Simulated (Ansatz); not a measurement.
An Ansatz input (plane waves, PAW) for PbO (antiNiAs structure) that has something wrong with it:

```yaml
crystal:
  lattice:
    - [1.91464502, 0.0, 0.0]
    - [-0.95732251, 1.65813123, 0.0]
    - [0.0, 0.0, 3.36109671]
  atoms:
    - { symbol: Pb, position: [0.3333333333333, 0.6666666666667, 0.25] }
    - { symbol: Pb, position: [0.6666666666667, 0.3333333333333, 0.75] }
    - { symbol: O, position: [0.0, 0.0, 0.0] }
    - { symbol: O, position: [0.0, 0.0, 0.5] }
basis:
  ecutwfc: 420
  ecutrho_ratio: 4
kpoints:
  mp_grid: { grid: [10, 10, 6] }
hamiltonian:
  xc: pbe
scf:
  occupations: { method: gaussian, width: 0.05 }
  max_iter: 60
output:
  forces: true
  stress: true
```

Launched as:
```sh
ansatz run input.yaml --threads 2 --pin off --max-ram 2662MiB --backend cpu --events-out ev --progress --plain --runs-dir out
```

Task: What is wrong with it?

Result: A lattice far too small. Against the sound input: crystal.lattice: [[1.91464502, -0.0, 0.0], [-0.95732251, 1.65813123, 0.0], [0.0, 0.0, 3.36109671]] (the cap on iterations is only a precaution).

What the program printed:

```
SCF iter   1: F=—  HF=-24619.085973 eV  |F-HF|=—  |Δ(HF+E_count)|=         —  Δρ=8.79e-1  dr2=3.80e1
SCF iter   2: F=—  HF=-24605.969175 eV  |F-HF|=—  |Δ(HF+E_count)|=    1.31e1  Δρ=4.93e-1  dr2=1.25e1
SCF iter   3: F=—  HF=-24599.695874 eV  |F-HF|=—  |Δ(HF+E_count)|=    6.27e0  Δρ=8.99e-2  dr2=4.35e-1
SCF iter   4: F=—  HF=-24599.529312 eV  |F-HF|=—  |Δ(HF+E_count)|=   1.67e-1  Δρ=1.44e-2  dr2=7.48e-3
SCF iter   5: F=—  HF=-24599.541345 eV  |F-HF|=—  |Δ(HF+E_count)|=   1.20e-2  Δρ=4.82e-3  dr2=9.96e-4
SCF iter   6: F=—  HF=-24599.540946 eV  |F-HF|=—  |Δ(HF+E_count)|=   3.99e-4  Δρ=7.34e-4  dr2=2.21e-5
SCF iter   7: F=—  HF=-24599.540882 eV  |F-HF|=—  |Δ(HF+E_count)|=   6.40e-5  Δρ=9.99e-5  dr2=3.27e-7
SCF iter   8: F=-24599.540882 eV  HF=-24599.540882 eV  |F-HF|=7.73e-9  |Δ(HF+E_count)|=   4.23e-7  Δρ=2.06e-5  dr2=1.79e-8
```

```
SCF 1 converged in 8 iterations: F = -24599.540882 eV  dr2 = 1.79e-8
SCF converged after 8 iterations
Free energy (F): -24599.540882 eV
E sigma→0 (E₀):  -24599.539755 eV
Entropy (-TS):   -0.002254 eV (-0.564 meV/atom)
Fermi energy:    94.847350 eV
--- Forces (eV/Å), atoms counted from 1 ---
  atom   1  Pb     0.00000000     0.00000000     0.00000000
  atom   2  Pb     0.00000000     0.00000000     0.00000000
  atom   3  O      0.00000000     0.00000000     0.00000000
  atom   4  O      0.00000000     0.00000000     0.00000000
--- Stress (GPa, compression-positive) ---
     9116.245559       0.000000       0.000000
        0.000000    9116.245559       0.000000
        0.000000       0.000000    8955.941705
  P = ⅓ Tr σ = 9062.8109 GPa (90628.109 kbar)
```

The run converged all the same; its pressure of 9063 GPa shows the fault against the sound run's. Its energy lies 86664 meV/atom from the sound one. It ran for 1.9 s on 2 threads of Arm Neoverse V2 (shared host), peak memory 0.27 GiB. The run before the change (PBE, 420 eV, 10×10×6 mesh) gave:

| run | P (GPa) | gap on the mesh (eV) | cell moment (μB) | largest force component (eV/Å) |
| --- | --- | --- | --- | --- |
| sound | 0.0 | 0.18 | – | 0.000 |
| spoiled | 9062.8 | metal | – | 0.000 |

This is a trial structure; measured cells of the compound in the Crystallography Open Database are in space groups Pbcm, P4/nmm.
